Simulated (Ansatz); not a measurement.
CdSe:

```xyz
2
Lattice="0.0000 3.0703 3.0703 3.0703 0.0000 3.0703 3.0703 3.0703 0.0000" Properties=species:S:1:pos:R:3 pbc="T T T"
Cd    0.0000    0.0000    0.0000
Se    1.5351    1.5351    1.5351
```

Measurements of this composition are mostly on another form, of space group No. 186.

Base run:

| Item | Value |
| --- | --- |
| Program | Ansatz 0.2.0 |
| Functional | PBEsol |
| Potentials or basis | Ansatz PAW |
| Cutoff | 420 eV (not typed: the program's choice for these potentials) |
| k mesh | 8 × 8 × 8 |
| Occupations | fermi-dirac, width 0.05 eV |
| Spin | no spin polarisation |

Its results: band gap on the k mesh 0.43 eV, direct; pressure -1.4 GPa.

Q: The run is repeated on the same cell with these changes: functional from PBEsol to BLYP. What comes out?

A: Band gap on the k mesh 0.47 eV, direct; pressure 4.0 GPa.

BLYP binds less tightly than PBEsol, so the same cell stands under more pressure.

Caveats: the PAW data sets come from PBE, with cores solved anew for the run's functional, which leaves a small shift of forces and pressure.
